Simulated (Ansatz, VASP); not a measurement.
**TiN in VASP and in Ansatz**

The input INCAR:

```
SYSTEM = TiN
  PREC = Accurate
  ENCUT = 520
  EDIFF = 1E-6
  ISMEAR = 0
  SIGMA = 0.1
  LREAL = .FALSE.
  LASPH = .TRUE.
  NELM = 80
  ALGO = Normal
  ISIF = 2
  LWAVE = .FALSE.
  LCHARG = .FALSE.
  GGA = PS
  NBANDS = 16
```

KPOINTS

```
Automatic mesh
0
G
  18 18 18
  0 0 0
```

The input POSCAR:

```
TiN
1.0
    0.0000000000      2.1227792691      2.1227792691
    2.1227792691      0.0000000000      2.1227792691
    2.1227792691      2.1227792691      0.0000000000
Ti N
1 1
Direct
    0.0000000000      0.0000000000      0.0000000000
    0.5000000000      0.5000000000      0.5000000000
```

Input for Ansatz:

```yaml
crystal:
  lattice:
    - [0.0, 2.1227792711, 2.1227792711]
    - [2.1227792711, 0.0, 2.1227792711]
    - [2.1227792711, 2.1227792711, 0.0]
  atoms:
    - { symbol: Ti, position: [0.0, 0.0, 0.0] }
    - { symbol: "N", position: [0.5, 0.5, 0.5] }
basis:
  ecutwfc: 420
kpoints:
  mp_grid: { grid: [18, 18, 18] }
hamiltonian:
  xc: pbesol
scf:
  occupations: { method: gaussian, width: 0.1 }
output:
  forces: true
  stress: true
  eigenvalues: true
```

Alike in both runs: task single point; functional PBEsol; k mesh 18 × 18 × 18; occupations gaussian, width 0.1 eV; no spin polarisation.

|  | VASP | Ansatz |
| --- | --- | --- |
| version | VASP 6.6.1 | Ansatz 0.2.0 |
| potentials or method | VASP PAW PBE potentials, release 64 (Ti_sv, N) | scalar-relativistic, plane waves, PAW |
| plane-wave cutoff (eV) | 520 | 420 |
| valence electrons in the cell | 17 | 17 |

VASP gave:

| Property | Result |
| --- | --- |
| gap on the k mesh at the Fermi level (eV) | none |
| pressure (GPa) | -7.9 |

Problem. Estimate Ansatz's values.

Solution. gap on the k mesh at the Fermi level (eV): none; pressure (GPa): -8.3.

A gap of «none» marks a metal or a gap that the smearing closes.

Caveats: the PAW data sets were made with another functional, which shifts forces and pressure a little (VASP).
